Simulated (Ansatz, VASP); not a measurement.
AlCu3 in VASP and in Ansatz

INCAR

```
ALGO = Normal
EDIFF = 1E-6
ENCUT = 520
GGA = CA
ISIF = 2
ISMEAR = 0
LASPH = True
LCHARG = False
LREAL = False
LWAVE = False
NBANDS = 26
NELM = 80
PREC = Accurate
SIGMA = 0.15
```

KPOINTS

```
k-points
0
Gamma
  12 12 12
```

Contents of POSCAR:

```
AlCu3
1.0
    3.6188147484      0.0000000000      0.0000000000
    0.0000000000      3.6188147484      0.0000000000
    0.0000000000      0.0000000000      3.6188147484
Al Cu
1 3
Direct
    0.0000000000      0.0000000000      0.0000000000
    0.5000000000      0.5000000000      0.0000000000
    0.5000000000      0.0000000000      0.5000000000
    0.0000000000      0.5000000000      0.5000000000
```

Input for Ansatz:

```yaml
crystal:
  lattice:
    - [3.6188147484, 0.0, 0.0]
    - [0.0, 3.6188147484, 0.0]
    - [0.0, 0.0, 3.6188147484]
  atoms:
    - { symbol: Al, position: [0.0, 0.0, 0.0] }
    - { symbol: Cu, position: [0.5, 0.5, 0.0] }
    - { symbol: Cu, position: [0.5, 0.0, 0.5] }
    - { symbol: Cu, position: [0.0, 0.5, 0.5] }
basis:
  ecutwfc: 520.0
kpoints:
  mp_grid: { grid: [12, 12, 12] }
hamiltonian:
  xc: lda
  pseudopotentials: { kind: paw, azcp: { folder: soft_1 } }
scf:
  occupations: { method: gaussian, width: 0.15 }
output:
  forces: true
  stress: true
  eigenvalues: true
```

Change from the starting cell: mode 5 frozen in at +0.000 Å, equal normal strain along x, y and z +0.0083.

Alike in both runs: task single point; functional LDA; k mesh 12 × 12 × 12; occupations gaussian, width 0.15 eV; no spin polarisation.

|  | VASP | Ansatz |
| --- | --- | --- |
| version | VASP 6.6.1 | Ansatz 0.2.0 |
| potentials or method | VASP PAW LDA potentials, release 64 (Al, Cu) | scalar-relativistic, plane waves, PAW |
| plane-wave cutoff (eV) | 520 | 520 |
| valence electrons in the cell | 36 | 60 |

Ansatz gave:

```
gap on the k mesh at the Fermi level (eV) : none
pressure (GPa)                            : -3.9
```

Task: Which values does VASP return?

Result: gap on the k mesh at the Fermi level (eV): none; pressure (GPa): -3.3.

A gap of «none» marks a metal or a gap that the smearing closes. The two sets of potentials don't hold the same shells in valence. Ansatz warned: «pseudo_functional_mismatch».
